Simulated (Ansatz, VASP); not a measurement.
SiC4 in VASP and in Ansatz

```
Si C
1.0
     3.51096    0.00000    0.00000
     0.00000    3.51096    0.00000
     0.00000    0.00000   10.11911
Si C
2 8
Cartesian
  0.0000 0.0000 3.0042
  0.0000 0.0000 8.0637
  -0.0003 1.0465 -0.1831
  2.4645 -0.0003 -0.1831
  3.5112 2.4645 -0.1831
  1.0465 3.5112 -0.1831
  3.5112 1.0465 4.8765
  1.0465 -0.0003 4.8765
  -0.0003 2.4645 4.8765
  2.4645 3.5112 4.8765
```

Change from the starting cell: species swapped into the TaTe4 type (P4cc, No. 103).

Alike in both runs: functional PBE; k mesh 4 × 4 × 4; occupations gaussian, width 0.1 eV; no spin polarisation.

Ansatz relaxed the structure, and its values are those at the end. VASP's run is a single point on that final structure, the one shown.

|  | VASP | Ansatz |
| --- | --- | --- |
| version | VASP 6.6.1 | Ansatz 0.2.0 |
| potentials or method | VASP PAW PBE potentials, release 64 (Si, C) | scalar-relativistic, plane waves, PAW |
| plane-wave cutoff (eV) | 520 | 420 |
| valence electrons in the cell | 40 | 40 |

VASP gave:

| Property | Result |
| --- | --- |
| gap on the k mesh at the Fermi level (eV) | none |
| pressure (GPa) | 0.2 |
| rms of the force components (eV/Å) | 0.025 |

Q: Which values does Ansatz return?

A: gap on the k mesh at the Fermi level (eV): none; pressure (GPa): 0.0; rms of the force components (eV/Å): 0.005.

A gap of «none» marks a metal or a gap that the smearing closes.

Caveats: the k mesh is coarse (spacing up to 0.45 Å⁻¹), so the values aren't converged; this functional lacks dispersion, which binds the layers, so the pressure and a relaxed spacing across them are unreliable.
